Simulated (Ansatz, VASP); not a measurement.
V in VASP and in Ansatz

File INCAR:

```
PREC     = Accurate       # precision mode
ENCUT    = 520            # plane-wave cutoff, eV
EDIFF    = 1E-6           # SCF threshold, eV
ISMEAR   = 0              # smearing method
SIGMA    = 0.05           # smearing width, eV
LREAL    = False          # projectors in reciprocal space
LASPH    = True           # aspherical terms in the spheres
NELM     = 150            # most SCF steps
ALGO     = Fast           # electronic algorithm
ISIF     = 2              # what is computed and relaxed
LWAVE    = False          # write WAVECAR
LCHARG   = False          # write CHGCAR
ISPIN    = 2              # spin polarisation
MAGMOM   = 0.05           # initial moments
LORBIT   = 11             # projections on sites
LMAXMIX  = 4              # l up to which the mixer works
GGA      = PE             # functional
NBANDS   = 16             # bands
```

Contents of KPOINTS:

```
Automatic mesh
0
Gamma
  10 10 10
```

POSCAR

```
V
1.0
   -1.5014198545      1.5014198545      1.5014198545
    1.5014198545     -1.5014198545      1.5014198545
    1.5014198545      1.5014198545     -1.5014198545
V
1
Direct
    0.0000000000      0.0000000000      0.0000000000
```

Input for Ansatz:

```yaml
crystal:
  lattice:
    - [-1.5014198545, 1.5014198545, 1.5014198545]
    - [1.5014198545, -1.5014198545, 1.5014198545]
    - [1.5014198545, 1.5014198545, -1.5014198545]
  atoms:
    - { symbol: V, position: [0.0, 0.0, 0.0], spin: 0.05 }
basis:
  ecutwfc: 420
  ecutrho_ratio: 4
kpoints:
  mp_grid: { grid: [10, 10, 10] }
hamiltonian:
  xc: pbe
scf:
  occupations: { method: gaussian, width: 0.05 }
output:
  forces: true
  stress: true
  eigenvalues: true
  populations: true
magnetization:
  spin_polarized: true
```

Alike in both runs: task single point; functional PBE; k mesh 10 × 10 × 10; occupations gaussian, width 0.05 eV; collinear spin.

```csv
,VASP,Ansatz
version,VASP 6.6.1,Ansatz 0.2.0
potentials or method,"VASP PAW PBE potentials, release 64 (V_sv)","scalar-relativistic, plane waves, PAW"
plane-wave cutoff (eV),520,420
valence electrons in the cell,13,13
```

|  | VASP | Ansatz | Ansatz less VASP |
| --- | --- | --- | --- |
| gap on the k mesh at the Fermi level (eV) | none | none | - |
| pressure (GPa) | 0.2 | 0.0 | -0.22 |
| net moment per atom (μB) | 0.00 | 0.00 | 0.000 |

A gap of «none» marks a metal or a gap that the smearing closes. Ansatz warned: «seeded_moment_not_kept».
